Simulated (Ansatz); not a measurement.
# ZnSe (Stilleite) (F-43m) in Ansatz: further runs

One crystal, ZnSe (Stilleite), is run at these levels: PBE, LDA, BLYP; tasks: single point, relaxation of cell and atoms.

Program: Ansatz 0.2.0. These are calculated values, not measurements. Logs are shortened: lines on timing, memory, paths and dates and some standing lists are left out, and cuts for length are marked.

**Measured values to compare with.**

“Alloy Disordering Effects on the Thermal Conductivity and Energy Gap Temperature Dependence of Cd1−xZnxSe Ternary Crystals Grown by the Bridgman Method”, 2023, pmc:10253836 reports, for a bulk crystal of ZnSe at 300 K: band gap 2.695 ± 0.003 eV (an exciton energy, a little under the gap).

How close the calculation comes is told below.

**1. The structure**

It takes space group F-43m (No. 216, cubic). Conventional cell: a = 5.668 Å, b = 5.668 Å, c = 5.668 Å, α = 90.00°, β = 90.00°, γ = 90.00°. Around Se (site symmetry -43m) lie 4 Zn at 2.45 Å. Zn (site symmetry -43m) is surrounded by 4 Se at 2.45 Å.

**2. Single point, PBE**

input.yaml reads:

```yaml
crystal:
  lattice:
    - [0.0, 2.8338, 2.8338]
    - [2.8338, 0.0, 2.8338]
    - [2.8338, 2.8338, 0.0]
  atoms:
    - { symbol: Se, position: [0.75, 0.75, 0.75] }
    - { symbol: Zn, position: [0.0, 0.0, 0.0] }
kpoints:
  mp_grid: { grid: [8, 8, 8] }
scf:
  occupations: { method: gaussian, width: 0.05 }
hamiltonian:
  xc: pbe
  pseudopotentials: { kind: all_electron, lapw: { basis_error: 0.001 } }
output:
  forces: true
  stress: true
  eigenvalues: true
```

Potentials or basis: all-electron LAPW, scalar-relativistic.

Command:

```sh
> ansatz run input.yaml --threads 1 --pin off --max-ram 3072MiB --backend cpu --events-out ev --progress --plain --runs-dir out
```

Output:

```text
Warning: RAYON_NUM_THREADS=1 ignored (pool sized by the plan → 1); use --threads N
LAPW: plane waves up to 9.032 Å⁻¹, error target 1.0e-3 eV per atom; small_component_spin mean_spin; Zn in spheres of 1.247 Å, 20 of its electrons in bands, Dirac shells []; Se in spheres of 1.207 Å, 24 of its electrons in bands, Dirac shells [] (how accurate: hamiltonian.pseudopotentials.lapw.basis_error, Limitations)
Engine: ansatz 0.2.0, aarch64-unknown-linux-gnu
Pseudopotentials: kind: all_electron
Pseudopotential: Se, LAPW, valence charge 24, lapw/all_electron/scalar/gaussian/Se, Koelling and Harmon's equation, gaussian nucleus
Pseudopotential: Zn, LAPW, valence charge 20, lapw/all_electron/scalar/gaussian/Zn, Koelling and Harmon's equation, gaussian nucleus
Functional definition: PBE
  parameter kappa = 0.804
  parameter beta = 0.06672455060314922
  exchange = pbe_x(kappa = kappa, mu = beta*pi^2/3)
  correlation = pbe_c(beta = beta)
Crystal: 2 atoms, lattice volume = 45.513 Å³
Basis set: ecut = 310.7773714624103 eV, 537 PW (Γ), exchange–correlation at level 2
Bands: 27, of which v1, the nominal top of the filled ones, is band 22 counted from 1 (21 counted from 0)
Symmetry: 24 space group operations
Space group: F-43m (ITA 216), of the structure as read, at distance tolerance 3.6e-5 Å
k-points: 29 of 512 (time reversal used)
Non-local potential: Se, projectors of the file, none
Non-local potential: Zn, projectors of the file, none
Initial density: superposition of atomic densities (chi_scale 0.1, normalization cell, long waves kept (reshape's long-wave potential 0.00 eV rms))
Initial wavefunctions: plane waves of lowest kinetic energy (no species holds an atomic orbital)
Functional: x = pbe(κ = 0.804, μ = 0.2195149727645171), c = pbe(β = 0.06672455060314922)
iter 1 solved again at ethr=1.62e-3 eV; its pass at ethr=1.00e-1 eV (dr2=7.13e-1 eV) is discarded
SCF iter   1: F=—  HF=-115000.392669 eV  |F-HF|=—  |Δ(HF+E_count)|=         —  Δρ=3.07e-2  dr2=7.14e-1  ethr=1.62e-3  ⟨swp⟩=2.0  Hψ=4933  notcnv=0
preconditioner: auto → none  [insulator: Δε(μ)=1.545 eV  Ē_g=12.185 eV  σ=0.050 eV  W_gap=1.00  n_scr=14 (ndim 8)  ℏωp=23.4 eV  f_vac=0.191  D(μ)=0.00/eV (n_scr^D=0)  ε∞_Penn≈4.7]
iter 2 solved again at ethr=7.18e-5 eV; its pass at ethr=1.62e-3 eV (dr2=3.16e-2 eV) is discarded
SCF iter   2: F=—  HF=-115000.177819 eV  |F-HF|=—  |Δ(HF+E_count)|=   2.15e-1  Δρ=9.43e-3  dr2=3.16e-2  ethr=7.18e-5  ⟨swp⟩=2.0  Hψ=4020  notcnv=0
SCF iter   3: F=—  HF=-115000.109520 eV  |F-HF|=—  |Δ(HF+E_count)|=   6.83e-2  Δρ=6.31e-3  dr2=1.52e-2  ethr=7.18e-5  ⟨swp⟩=3.0  Hψ=2538  notcnv=0
SCF iter   4: F=—  HF=-115000.102772 eV  |F-HF|=—  |Δ(HF+E_count)|=         —  Δρ=2.95e-3  dr2=3.46e-3  ethr=3.45e-5  ⟨swp⟩=2.0  Hψ=2228  notcnv=0
the basis was enlarged: its passes take 30.6 KiB over the memory plan, 1 of 1 planned eigensolver slots
SCF iter   5: F=—  HF=-115000.103006 eV  |F-HF|=—  |Δ(HF+E_count)|=   2.34e-4  Δρ=5.94e-4  dr2=1.08e-4  ethr=7.87e-6  ⟨swp⟩=2.0  Hψ=2232  notcnv=0
SCF iter   6: F=—  HF=-115000.103025 eV  |F-HF|=—  |Δ(HF+E_count)|=   1.86e-5  Δρ=8.87e-5  dr2=2.70e-6  ethr=2.44e-7  ⟨swp⟩=2.2  Hψ=2233  notcnv=0
SCF iter   7: F=-115000.103031 eV  HF=-115000.103031 eV  |F-HF|=5.27e-8  |Δ(HF+E_count)|=   6.28e-6  Δρ=1.16e-5  dr2=5.80e-8  ethr=6.15e-9  ⟨swp⟩=3.0  Hψ=2356  notcnv=0
SCF 1 converged in 7 iterations: F = -115000.103031 eV  dr2 = 5.80e-8
SCF converged after 7 iterations
Free energy (F): -115000.103031 eV
Harris-Foulkes:  -115000.103031 eV  (|F-HF|=5.27e-8)
Internal energy: -115000.103031 eV  (E = F + TS)
E sigma→0 (E₀):  -115000.103031 eV
Fermi energy:    8.689101 eV
--- Per-component energies (eV) ---
  E_band       = -2238.179026
  E_kinetic    = 117467.982485
  E_xc         = -4346.730509
  E_electrostatic = -228121.355007  (all electrons and nuclei)
  E_smearing   = -0.000000  (= −TS)
  E_closure    = 0.000000  (closes the sum)
  E_atoms      = -114994.086913  (free atoms, spherical and without spin; not in F)
  Σ components = -115000.103031   (vs F -115000.103031, Δ=0.00e0)
  Basis errors (estimates in eV, not in F): energy 4.4e-4 per atom: plane waves 4.0e-4 (2.4e-4 summed), levels above the bands 0.0e0, relativity 4.1e-8, radial functions 3.8e-5, core shells 4.4e-10; eigenvalues (radial functions only) 1.6e-6; not estimated: angular momenta, meshes, grids; target (lapw.basis_error) 1.0e-3; muffin-tin radii Zn 1.247 Å, Se 1.207 Å
--- Forces (eV/Å), atoms counted from 1 ---
  atom   1  Se    -0.00000000     0.00000000     0.00000000
  atom   2  Zn     0.00000000    -0.00000000    -0.00000000
  max |Σ_I F_I| component: 4.16e-17 eV/Å
--- Stress (GPa, compression-positive) ---
        2.124109       0.000000      -0.000000
        0.000000       2.124109       0.000000
       -0.000000       0.000000       2.124109
  P = ⅓ Tr σ = 2.1241 GPa (21.241 kbar)
--- Band table (eV; the first three rows and the last of 29) ---
  k-point 0: bands = ["-199.1286", "-138.5953", "-138.5953", "-138.5953", "-117.1573", "-71.3257", "-71.3257", "-71.3257", "-38.8128", "-38.8128", "-38.8128", "-38.8086", "-38.8086", "-5.2173", "1.5043", "1.5043", "1.5043", "1.8747", "1.8747", "8.0429", "8.0429", "8.0429", "9.3332", "13.8549", "13.8549", "13.8549", "17.9737"]
  k-point 1: bands = ["-199.1286", "-138.5953", "-138.5953", "-138.5953", "-117.1573", "-71.3257", "-71.3257", "-71.3257", "-38.8128", "-38.8128", "-38.8128", "-38.8086", "-38.8086", "-5.1167", "1.5113", "1.5202", "1.5202", "1.8733", "1.8733", "6.7274", "7.8912", "7.8912", "10.3185", "13.7945", "14.1085", "14.1085", "18.7370"]
  k-point 2: bands = ["-199.1286", "-138.5953", "-138.5953", "-138.5953", "-117.1573", "-71.3257", "-71.3257", "-71.3257", "-38.8128", "-38.8127", "-38.8127", "-38.8086", "-38.8086", "-4.8555", "1.5550", "1.5550", "1.5667", "1.8748", "1.8748", "5.0004", "7.5669", "7.5669", "10.7932", "14.4866", "14.4866", "14.6095", "18.4975"]
  k-point 28: bands = ["-199.1286", "-138.5953", "-138.5953", "-138.5953", "-117.1573", "-71.3257", "-71.3257", "-71.3257", "-38.8128", "-38.8127", "-38.8125", "-38.8086", "-38.8085", "-4.1561", "1.6216", "1.7118", "1.8419", "1.8451", "2.1749", "3.3625", "5.2841", "5.3839", "13.5255", "13.5984", "15.0147", "15.7564", "19.7574"]
```

Wall time 17 s (1 thread of Arm Neoverse V1, shared host); peak memory 0.29 GiB.

Results:

| Quantity | Value |
| --- | --- |
| Free energy | -115000.1030 eV |
| Pressure | 2.1 GPa |
| Band gap on the k mesh | 1.29 eV, direct |

Levels at points of the mesh, in eV from the valence-band top:
```csv
k point,band 19,band 20,band 21,band 22,band 23,band 24,band 25,band 26
"(0.00, 0.00, 0.00)",-6.17,0.00,0.00,0.00,1.29,5.81,5.81,5.81
"(0.00, 0.00, -0.50)",-6.01,-5.22,-0.87,-0.87,2.55,6.39,6.39,8.57
"(0.00, -0.50, -0.50)",-5.99,-4.75,-2.18,-2.18,2.99,3.47,10.73,11.25
```

**3. Single point, LDA**

input.yaml: that of step 2 with these lines changed.

```diff
@@ -11,5 +11,5 @@
 scf:
-  occupations: { method: gaussian, width: 0.05 }
+  occupations: { method: gaussian, width: 0.1 }
 hamiltonian:
-  xc: pbe
+  xc: lda
   pseudopotentials: { kind: all_electron, lapw: { basis_error: 0.001 } }
```

Potentials or basis: all-electron LAPW, scalar-relativistic.

Command:

```sh
> ansatz run input.yaml --threads 1 --pin off --max-ram 3072MiB --backend cpu --events-out ev --progress --plain --runs-dir out
```

It took 17 s on 1 thread of Arm Neoverse V1, shared host; peak memory 0.28 GiB.

It converged, with:

```yaml
Free_energy: -114841.6322 eV
Pressure: -3.4 GPa
Band_gap_on_the_k_mesh: 1.03 eV, direct
```

Levels at points of the mesh, in eV from the valence-band top:
```csv
k point,band 20,band 21,band 22,band 23,band 24,band 25
"(0.00, 0.00, 0.00)",0.00,0.00,0.00,1.03,5.72,5.72
"(0.00, 0.00, -0.50)",-5.29,-0.87,-0.87,2.35,6.30,6.30
"(0.00, -0.50, -0.50)",-4.82,-2.20,-2.20,2.81,3.33,10.50
```

**4. Relaxation of cell and atoms, BLYP**

input.yaml: that of step 3 with these lines changed.

```diff
@@ -11,5 +11,5 @@
 scf:
-  occupations: { method: gaussian, width: 0.1 }
+  occupations: { method: fermi_dirac, width: 0.05 }
 hamiltonian:
-  xc: lda
+  xc: blyp
   pseudopotentials: { kind: all_electron, lapw: { basis_error: 0.001 } }
@@ -18,2 +18,5 @@
   stress: true
-  eigenvalues: true
+relax:
+  f_tol: 0.02
+  max_steps: 60
+  cell: {}
```

Command:

```sh
> ansatz run input.yaml --threads 1 --pin off --max-ram 3072MiB --backend cpu --events-out ev --progress --plain --runs-dir out
```

It took 54 s on 1 thread of Arm Neoverse V1, shared host; peak memory 0.3 GiB.

Results (log left out):

| Property | Result |
| --- | --- |
| Free energy | -115020.8070 eV |
| Relaxed volume | 24.95 Å³/atom |
| Relaxed cell | a = 4.133 Å, b = 4.133 Å, c = 4.133 Å, α = 60.00°, β = 60.00°, γ = 60.00° |
| Space group after relaxing (to 0.05 Å) | F-43m (No. 216) |
| Energy gained by relaxing | 34.7 meV/atom |
| Ionic steps | 5 |
| Pressure after relaxing | 0.0 GPa |
| Band gap on the k mesh | 0.86 eV |

The path:
| step | energy change (eV) | largest force (eV/Å) | volume (Å³) |
| --- | --- | --- | --- |
| 1 | 0.0000 | 0.0000 | 45.51 |
| 2 | -0.0640 | 0.0000 | 48.60 |
| 3 | -0.0693 | 0.0000 | 49.71 |
| 4 | -0.0694 | 0.0000 | 49.90 |
| 5 | -0.0694 | 0.0000 | 49.90 |

Final structure:
```
Se Zn
1.0
     0.00000    2.92216    2.92216
     2.92216    0.00000    2.92216
     2.92216    2.92216    0.00000
Se Zn
1 1
Cartesian
  4.3832 4.3832 4.3832
  0.0000 0.0000 0.0000
```

A k mesh can miss the band edges. BLYP gaps usually lie below the measured ones, often by a third to a half.

**5. Overview**

| task | level | cell | cutoff (eV) | smearing | gap on the mesh (eV) | pressure (GPa) |
| --- | --- | --- | --- | --- | --- | --- |
| single point | PBE | as given | 311 | gaussian 0.05 eV | 1.29 | 2.1 |
| single point | LDA | as given | 311 | gaussian 0.1 eV | 1.03 | -3.4 |
| relaxation of cell and atoms | BLYP | relaxed | - | fermi-dirac 0.05 eV | 0.86 | 0.0 |

Alike in all rows: potentials or basis all-electron LAPW, scalar-relativistic; no spin polarisation; k mesh 8 × 8 × 8; basis error allowed 0.001 eV/atom.

Compare energies only between runs with the same functional and basis.

**6. Against experiment**

Step 2. Measured gap of ZnSe: 2.695 eV (an exciton energy, a little under the gap; 300 K; “Alloy Disordering Effects on the Thermal Conductivity and Energy Gap Temperature Dependence of Cd1−xZnxSe Ternary Crystals Grown by the Bridgman Method”, 2023, pmc:10253836). This calculation gives 1.29 eV (-1.40 eV). So large a miss can be the level of theory's own, or it may mean another phase, state or a wrong row. Spin-orbit coupling on Se is left out. The value is that of PBE, without temperature or zero-point motion. Semilocal functionals fall short of measured gaps as a rule.

Step 3. Measured gap of ZnSe: 2.695 eV (an exciton energy, a little under the gap; 300 K; “Alloy Disordering Effects on the Thermal Conductivity and Energy Gap Temperature Dependence of Cd1−xZnxSe Ternary Crystals Grown by the Bridgman Method”, 2023, pmc:10253836). This calculation gives 1.03 eV (-1.66 eV). So large a miss can be the level of theory's own, or it may mean another phase, state or a wrong row. Spin-orbit coupling on Se is left out. The value is that of LDA, without temperature or zero-point motion. Semilocal functionals fall short of measured gaps as a rule.
